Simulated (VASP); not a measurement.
## How biaxial strain in the (001) plane changes BP (F-43m)

Strain engineering needs slopes: what does biaxial strain in the (001) plane do to the lattice and the band edges of BP?

Method: LDA; plane waves and PAW (B, P), in the first sound run; inputs show where later runs differ, in VASP 6.6.1.

## 1. The starting structure

The structure is cubic, space group F-43m (No. 216). The conventional cell has a = 4.538 Å, b = 4.538 Å, c = 4.538 Å, α = 90.00°, β = 90.00°, γ = 90.00°. Nearest to B lie 4 P at 1.97 Å. Nearest to P lie 4 B at 1.97 Å. Farther neighbours are not listed.

## 2. Relax the crystal, LDA

The series starts from the cell that this level prefers, so that zero strain is near zero stress.

This step took 2 runs in a row; the last is shown.

Level: LDA; plane waves and PAW (B, P).

File INCAR:

```
SYSTEM = BP
PREC = Accurate
ENCUT = 480
EDIFF = 1E-07
NELM = 120
ISMEAR = 0
SIGMA = 0.02
LREAL = .FALSE.
ALGO = Normal
GGA = CA
NBANDS = 10
LASPH = .TRUE.
LORBIT = 11
LWAVE = .FALSE.
LCHARG = .FALSE.
KPAR = 12
IBRION = 2
NSW = 40
ISIF = 3
EDIFFG = -0.005
POTIM = 0.4
```

File POSCAR:

```
BP
1.0
    0.0000000000      2.2448005768      2.2448005768
    2.2448005768      0.0000000000      2.2448005768
    2.2448005768      2.2448005768      0.0000000000
B P
1 1
Direct
    0.0000000000      0.0000000000      0.0000000000
    0.2500000000      0.2500000000      0.2500000000
```

File KPOINTS:

```
Automatic mesh
0
Gamma
11 11 11
0 0 0
```

Potentials, in the order of the species: B and P (LDA family, release 64).

Started as:

```console
> mpirun -np 12 vasp_std
```

The program printed:

```text
[banner, memory and clock lines left out]
running   12 mpi-ranks, on    1 nodes
[...]
|                                                                             |
|           W    W    AA    RRRRR   N    N  II  N    N   GGGG   !!!           |
|           W    W   A  A   R    R  NN   N  II  NN   N  G    G  !!!           |
|           W    W  A    A  R    R  N N  N  II  N N  N  G       !!!           |
|           W WW W  AAAAAA  RRRRR   N  N N  II  N  N N  G  GGG   !            |
|           WW  WW  A    A  R   R   N   NN  II  N   NN  G    G                |
|           W    W  A    A  R    R  N    N  II  N    N   GGGG   !!!           |
|                                                                             |
|     For optimal performance we recommend to set                             |
|       NCORE = 2 up to number-of-cores-per-socket                            |
|     NCORE specifies how many cores store one orbital (NPAR=cpu/NCORE).      |
|     This setting can greatly improve the performance of VASP for DFT.       |
[...]
|     Unfortunately you need to use the default for GW and RPA                |
|     calculations (for HF NCORE is supported but not extensively tested      |
|     yet).                                                                   |
|                                                                             |

 LDA part: xc-table for (Slater(with rela. corr.)+CA(PZ))
 , standard interpolation
 POSCAR, INCAR and KPOINTS ok, starting setup
[...]
entering main loop
       N       E                     dE             d eps       ncg     rms          rms(c)
DAV:   1     0.771284084350E+01    0.77128E+01   -0.39718E+03  1120   0.680E+02
DAV:   2    -0.147837503994E+02   -0.22497E+02   -0.21399E+02  1566   0.111E+02
DAV:   3    -0.152987166902E+02   -0.51497E+00   -0.51420E+00  1370   0.160E+01
DAV:   4    -0.153005216122E+02   -0.18049E-02   -0.18045E-02  1412   0.108E+00
[...]
DAV:  11    -0.143991051354E+02   -0.18618E-05   -0.59788E-06  1404   0.135E-02    0.373E-02
DAV:  12    -0.143991048169E+02    0.31848E-06   -0.19057E-06  1274   0.627E-03    0.890E-03
DAV:  13    -0.143991048240E+02   -0.71290E-08   -0.64782E-08   640   0.170E-03
   1 F= -.14399105E+02 E0= -.14399105E+02  d E =-.143991E+02
[...]
reached required accuracy - stopping structural energy minimisation
```

Wall time 2.8 s (12 MPI ranks of Intel Xeon Platinum 8488C (Sapphire Rapids), shared host); peak memory 1.5 GiB.

Lines that name or quote the potential files are left out of all logs, and their timing lines are given in words.

Parts of OUTCAR (step 2):

```text
  Total        0.0006740      0.0006740      0.0006740     -0.0000000      0.0000000      0.0000000
  in kB        0.0477294      0.0477294      0.0477294     -0.0000000      0.0000000      0.0000000
  external PRESSURE =       0.0477294 kB  Pullay stress =       0.0000000 kB

 POSITION                                       TOTAL-FORCE (eV/Angst)
 -----------------------------------------------------------------------------------
      0.00000      0.00000      0.00000        -0.000000     -0.000000     -0.000000
      1.12240      1.12240      1.12240         0.000000      0.000000      0.000000
 -----------------------------------------------------------------------------------
    total drift:                                0.000000      0.000000      0.000000

  FREE ENERGIE OF THE ION-ELECTRON SYSTEM (eV)
  ---------------------------------------------------
  free  energy   TOTEN  =       -14.3991048240 eV

  energy  without entropy=      -14.3991048240  energy(sigma->0) =      -14.39910482

 reached required accuracy - stopping structural energy minimisation

[... 3 further parts left out ...]
[key lines of the parts left out:]
E-fermi :   7.8723
```

Read from the output:

| Item | Value |
| --- | --- |
| energy(sigma→0) of the program | -14.3991 eV |
| stress, compression positive | xx, yy, zz 0.00, 0.00, 0.00 GPa |
| volume | 22.624 Å³ |
| ionic steps | 1 |

## 3. Strain along the normal, LDA

One member in full: the plane is strained by -1.5 %, and the strain along the normal is moved by secant steps until the normal stress is under 0.012 GPa or five steps are spent; the atoms relax at each step.

This step took 3 runs, each at a new trial strain with the atoms of the one before; the last is shown.

Level: LDA; plane waves and PAW (B, P); cell typed or built by script.

Edit INCAR of step 2 so:

```diff
@@ -15,7 +15,7 @@
 LCHARG = .FALSE.
-KPAR = 12
-IBRION = 2
-NSW = 40
-ISIF = 3
-EDIFFG = -0.005
-POTIM = 0.4
+KPAR = 3
+IBRION = 1
+NSW = 25
+ISIF = 2
+EDIFFG = -0.004
+POTIM = 0.3
```

File POSCAR:

```
BP
1.0
    0.0000000000      2.2111285680      2.2605899200
    2.2111285680      0.0000000000      2.2605899200
    2.2111285680      2.2111285680      0.0000000000
B P
1 1
Direct
    0.0000000000      0.0000000000      0.0000000000
    0.2500000000      0.2500000000      0.2500000000
```

KPOINTS is that of step 2.

Started as:

```console
> mpirun -np 3 vasp_std
```

The program printed:

```text
[banner, memory and clock lines left out]
running    3 mpi-ranks, on    1 nodes
[...]
LDA part: xc-table for (Slater(with rela. corr.)+CA(PZ))
 , standard interpolation
 POSCAR, INCAR and KPOINTS ok, starting setup
[...]
entering main loop
       N       E                     dE             d eps       ncg     rms          rms(c)
DAV:   1     0.621116038459E+01    0.62112E+01   -0.38454E+03  2528   0.676E+02
DAV:   2    -0.148099832553E+02   -0.21021E+02   -0.19944E+02  3498   0.108E+02
DAV:   3    -0.153420404213E+02   -0.53206E+00   -0.53087E+00  3096   0.158E+01
DAV:   4    -0.153440614086E+02   -0.20210E-02   -0.20206E-02  3076   0.112E+00
[...]
DAV:  11    -0.143857229491E+02   -0.17586E-05   -0.61256E-06  3078   0.136E-02    0.386E-02
DAV:  12    -0.143857226640E+02    0.28509E-06   -0.18369E-06  2858   0.624E-03    0.970E-03
DAV:  13    -0.143857226702E+02   -0.62364E-08   -0.55132E-08  1426   0.163E-03
   1 F= -.14385723E+02 E0= -.14385723E+02  d E =-.143857E+02
 BRION: g(F)=  0.179E-48 g(S)=  0.000E+00
 reached required accuracy - stopping structural energy minimisation
```

It took 7.8 s on 3 MPI ranks; peak memory 0.39 GiB; 21 s of CPU time.

OUTCAR, selected parts (step 3):

```text
  Total        0.8791596      0.8791596     -0.0003762      0.0000000      0.0000000      0.0000000
  in kB       63.7233380     63.7233380     -0.0272713      0.0000000      0.0000000      0.0000000
  external PRESSURE =      42.4731349 kB  Pullay stress =       0.0000000 kB

 POSITION                                       TOTAL-FORCE (eV/Angst)
 -----------------------------------------------------------------------------------
      0.00000      0.00000      0.00000         0.000000      0.000000      0.000000
      1.10556      1.10556      1.13029        -0.000000     -0.000000     -0.000000
 -----------------------------------------------------------------------------------
    total drift:                               -0.000000     -0.000000      0.000000

  FREE ENERGIE OF THE ION-ELECTRON SYSTEM (eV)
  ---------------------------------------------------
  free  energy   TOTEN  =       -14.3857226702 eV

  energy  without entropy=      -14.3857226702  energy(sigma->0) =      -14.38572267

[... 1 part as in an earlier step ...]

[... 3 further parts left out ...]
[key lines of the parts left out:]
E-fermi :   8.2891
```

Numbers from this step:

| Property | Result |
| --- | --- |
| energy(sigma→0) of the program | -14.3857 eV |
| stress, compression positive | xx, yy, zz 6.37, 6.37, 0.00 GPa |
| ionic steps | 1 |

## 4. Band edges, TB-mBJ with spin-orbit coupling

Short lines in KPOINTS_OPT sample the zone centre along and across the normal of the plane, for masses, and the other valleys.

Level: TB-mBJ, spin-orbit coupling; plane waves and PAW (B, P); cell typed or built by script.

TB-mBJ has no energy functional, so the total energy, stress and pressure in this output mean nothing.

File INCAR:

```
SYSTEM = BP
PREC = Accurate
ENCUT = 480
EDIFF = 1E-06
NELM = 150
ISMEAR = 0
SIGMA = 0.02
LREAL = .FALSE.
ALGO = Normal
METAGGA = MBJ
LASPH = .TRUE.
LNONCOLLINEAR = .TRUE.
MAGMOM = 0 0 0 0 0 0
NBANDS = 18
GGA_COMPAT = .FALSE.
LSORBIT = .TRUE.
LWAVE = .FALSE.
LCHARG = .FALSE.
KPAR = 3
```

POSCAR is that of step 3.

File KPOINTS:

```
Automatic mesh
0
Gamma
9 9 9
0 0 0
```

File KPOINTS_OPT:

```
Line mode
6
Line-mode
Reciprocal
  0.00000000   0.00000000   0.00000000
  0.01798920   0.01798920   0.00000000

  0.00000000   0.00000000   0.00000000
 -0.00000000  -0.01759560  -0.01759560

  0.31000000   0.31000000   0.00000000
  0.50000000   0.50000000   0.00000000

  0.00000000   0.31000000   0.31000000
  0.00000000   0.50000000   0.50000000

  0.45000000   0.45000000   0.45000000
  0.50000000   0.50000000   0.50000000

  0.45000000   0.00000000   0.00000000
  0.50000000   0.00000000   0.00000000

  0.42500000   0.42500000   0.00000000
  0.42500000   0.44259560   0.01759560

  0.50000000   0.50000000   0.50000000
  0.48755803   0.51244197   0.50000000
```

Started as:

```console
> mpirun -np 3 vasp_ncl
```

The program printed:

```text
[banner, memory and clock lines left out]
running    3 mpi-ranks, on    1 nodes
[...]
|                                                                             |
|               ----> ADVICE to this user running VASP <----                  |
|                                                                             |
|     You enforced a specific xc type in the INCAR file but a different       |
|     [... a line on the potential file left out ...]
|     I HOPE YOU KNOW WHAT YOU ARE DOING!                                     |
|                                                                             |

 LDA part: xc-table for (None), standard interpolation
 POSCAR, INCAR and KPOINTS ok, starting setup
[...]
entering main loop
       N       E                     dE             d eps       ncg     rms          rms(c)
DAV:   1     0.843960104619E+01    0.84396E+01   -0.33116E+03  4140   0.756E+02
DAV:   2    -0.174720730693E+02   -0.25912E+02   -0.23617E+02  5784   0.142E+02
DAV:   3    -0.184560311160E+02   -0.98396E+00   -0.97544E+00  5206   0.230E+01
DAV:   4    -0.184600258943E+02   -0.39948E-02   -0.39930E-02  5050   0.175E+00
[...]
DAV:  24    -0.155617966325E+02   -0.23320E-04   -0.26789E-10  2122   0.139E-04    0.109E-04
DAV:  25    -0.155618201478E+02   -0.23515E-04   -0.25171E-10  2118   0.152E-04    0.160E-05
DAV:  26    -0.155618199951E+02    0.15266E-06   -0.10189E-10  2118   0.932E-05
   1 F= -.15561820E+02 E0= -.15561820E+02  d E =-.129374E-29  mag=     0.0000    -0.0000     0.0000
 Start KPOINTS_OPT (optional k-point list driver)
k-point batch [1-48\48]
       N       E                     dE             ncg
DAV:   1     0.230823917155E+04   -0.81959E+04     1728
DAV:   2     0.897705606220E+03   -0.14105E+04     2394
DAV:   3     0.847840098721E+03   -0.49866E+02     2178
DAV:   4     0.847621977251E+03   -0.21812E+00     2148
DAV:   5     0.847620475613E+03   -0.15016E-02     2162
DAV:   6     0.847620458938E+03   -0.16675E-04     2114
DAV:   7     0.847620458694E+03   -0.24420E-06     1816
```

Elapsed: 2 min, on 3 MPI ranks; peak memory 0.87 GiB; 5.7 min of CPU time.

Parts of OUTCAR (step 4):

```text
  LATTYP: Found a body centered tetragonal cell.
 ALAT       =     3.1270080090
 C/A-ratio  =     1.4458485002

 Subroutine GETGRP returns: Found  8 space group operations
 (whereof  8 operations were pure point group operations)

The static configuration has the point symmetry D_2d.

 Found    115 irreducible k-points:

   k-points           NKPTS =    115   k-points in BZ     NKDIM =    115   number of bands    NBANDS=     18

   dimension x,y,z NGX =    24 NGY =   24 NGZ =   24
   dimension x,y,z NGXF=    48 NGYF=   48 NGZF=   48

   ENCUT  =  480.0 eV  35.28 Ry    5.94 a.u.   5.65  5.65  5.59*2*pi/ulx,y,z

   NELECT =       8.0000    total number of electrons

 E-fermi :   8.0755

 k-point     1 :       0.0000    0.0000    0.0000
  band No.  band energies     occupation
    ...
      4       7.6535      1.00000
      5       7.8977      1.00000
      6       7.8977      1.00000
      7       7.9235      1.00000
      8       7.9235      1.00000
      9      12.1299      0.00000
     10      12.1299      0.00000
     11      12.1619      0.00000
     12      12.1619      0.00000
     13      12.2737      0.00000
    ...

 k-point     2 :       0.1111    0.0000    0.0000
  band No.  band energies     occupation
    ...
      4       6.3455      1.00000
      5       7.4076      1.00000
      6       7.4110      1.00000
      7       7.5945      1.00000
      8       7.5947      1.00000
      9      12.5624      0.00000
     10      12.5824      0.00000
     11      12.6423      0.00000
     12      12.6469      0.00000
     13      12.7826      0.00000
    ...

  Total        3.7519064      3.7519064      2.5355977      0.0000000     -0.0000000      0.0000000
  in kB      271.9460818    271.9460818    183.7854656      0.0000000     -0.0000000      0.0000000
  external PRESSURE =     242.5592097 kB  Pullay stress =       0.0000000 kB

 POSITION                                       TOTAL-FORCE (eV/Angst)
 -----------------------------------------------------------------------------------
      0.00000      0.00000      0.00000        -0.000000     -0.000000      0.000000
      1.10556      1.10556      1.13029         0.000000      0.000000     -0.000000
 -----------------------------------------------------------------------------------
    total drift:                               -0.000000     -0.000000      0.000000

  FREE ENERGIE OF THE ION-ELECTRON SYSTEM (eV)
  ---------------------------------------------------
  free  energy   TOTEN  =       -15.5618199951 eV

  energy  without entropy=      -15.5618199951  energy(sigma->0) =      -15.56182000

 Spin-Orbit-Coupling matrix elements
 Ion:    1  E_soc:     -0.0000036
 Ion:    2  E_soc:     -0.0008153

[... 1 part as in an earlier step ...]

[... 7 further parts left out ...]
```

## 5. Band edges, r2SCAN with spin-orbit coupling

Short lines in KPOINTS_OPT sample the zone centre along and across the normal of the plane, for masses, and the other valleys.

Level: r2SCAN, spin-orbit coupling; plane waves and PAW (B, P); cell typed or built by script.

Edit INCAR of step 4 so:

```diff
@@ -4,3 +4,3 @@
 EDIFF = 1E-06
-NELM = 150
+NELM = 100
 ISMEAR = 0
@@ -9,3 +9,3 @@
 ALGO = Normal
-METAGGA = MBJ
+METAGGA = R2SCAN
 LASPH = .TRUE.
```

POSCAR is that of step 4.

KPOINTS is that of step 4.

KPOINTS_OPT is that of step 4.

Started as:

```console
> mpirun -np 3 vasp_ncl
```

The program printed:

```text
[banner, memory and clock lines left out]
running    3 mpi-ranks, on    1 nodes
[...]
[... a notice as in an earlier step ...]

 LDA part: xc-table for (None), standard interpolation
 POSCAR, INCAR and KPOINTS ok, starting setup
[...]
entering main loop
       N       E                     dE             d eps       ncg     rms          rms(c)
DAV:   1    -0.325997675999E+02   -0.32600E+02   -0.33993E+03  4140   0.771E+02
DAV:   2    -0.597799436317E+02   -0.27180E+02   -0.24795E+02  5770   0.148E+02
DAV:   3    -0.608495329764E+02   -0.10696E+01   -0.10598E+01  5298   0.248E+01
DAV:   4    -0.608559041369E+02   -0.63712E-02   -0.63679E-02  5130   0.232E+00
[...]
DAV:  10    -0.588906839176E+02   -0.96899E-04   -0.27101E-05  4836   0.576E-02    0.601E-02
DAV:  11    -0.588907096978E+02   -0.25780E-04   -0.22790E-05  4704   0.473E-02    0.174E-02
DAV:  12    -0.588907106137E+02   -0.91587E-06   -0.16489E-06  4918   0.158E-02
   1 F= -.58890711E+02 E0= -.58890711E+02  d E =-.265857E-37  mag=     0.0000    -0.0000    -0.0000
 Start KPOINTS_OPT (optional k-point list driver)
k-point batch [1-48\48]
       N       E                     dE             ncg
DAV:   1     0.231821383981E+04   -0.81860E+04     1728
DAV:   2     0.893164359069E+03   -0.14250E+04     2388
DAV:   3     0.841143453273E+03   -0.52021E+02     2182
DAV:   4     0.840814368737E+03   -0.32908E+00     2188
DAV:   5     0.840810639828E+03   -0.37289E-02     2212
DAV:   6     0.840810578734E+03   -0.61094E-04     2226
DAV:   7     0.840810577535E+03   -0.11992E-05     1894
DAV:   8     0.840810577484E+03   -0.50943E-07     1536
```

Wall time 2.5 min (3 MPI ranks); peak memory 0.82 GiB.

(Part 1 of 2 ends here.)

[Lines on the potential files, build, host, timing and source positions are cut from VASP's logs without a mark.]

[Logs are printed without paths, hosts, clocks, repeated set-up lines and the standing remarks that a program may print on its own settings, such as how far it seeks lower states.]

[Hosts, paths, dates, database ids (printed as entryN), source tags and the programs' standing remarks are cut or masked in the printed files.]

[In band tables of VASP the shares of atoms and orbitals are scaled to a sum of 1 inside the atoms' spheres.]
